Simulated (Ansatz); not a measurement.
Input of an Ansatz 0.2.0 run:

Contents of input.yaml:

```yaml
crystal:
  lattice:
    - [4.15, 0.0, 0.0]
    - [-2.075, 3.5940054257, 0.0]
    - [0.0, 0.0, 6.737]
  atoms:
    - { symbol: Cd, position: [0.6666666667, 0.3333333333, 0.5] }
    - { symbol: Cd, position: [0.3333333333, 0.6666666667, 0.0] }
    - { symbol: S, position: [0.6666666667, 0.3333333333, 0.875] }
    - { symbol: S, position: [0.3333333333, 0.6666666667, 0.375] }
hamiltonian:
  xc: pbe
  pseudopotentials: { kind: paw }
kpoints:
  mp_grid: { grid: [7, 7, 4] }
scf:
  occupations: { method: gaussian, width: 0.028 }
output:
  forces: true
  stress: true
  eigenvalues: true
```

Potentials or basis: Ansatz PAW.

The run is started by

```sh
$ ansatz run input.yaml --threads 2 --pin off --max-ram 5632MiB --backend cpu --events-out ev --progress --plain --runs-dir out
```

**Question.** Predict the pressure.

**Answer.** 2.1 GPa.

**Question.** Predict the band gap on the k mesh.

**Answer.** 1.20 eV, direct.

**Question.** Estimate the largest force.

**Answer.** 0.068 eV/Å.

Stress tensor (GPa, compression positive):
```
1.86 0.00 0.00
0.00 1.86 0.00
0.00 0.00 2.50
```

Caveat: odd divisions of the mesh miss points on the zone boundary, where band edges often lie, so the gap on the mesh can be too wide.

**What was measured.**

From “Isotope dependence of band-gap energy”, 2008, arxiv:0807.2152, for a bulk crystal of CdS: band gap 2.5809 ± 0.0002 eV.

Against the measured gap of CdS, 2.5809 eV (quoted in “Isotope dependence of band-gap energy”, 2008, arxiv:0807.2152), the calculated 1.20 eV is off by -1.38 eV. So large a miss can be the level of theory's own, or it may mean another phase, state or a wrong row. Spin-orbit coupling on Cd is left out. The value is that of PBE, without temperature or zero-point motion. Semilocal functionals fall short of measured gaps as a rule.
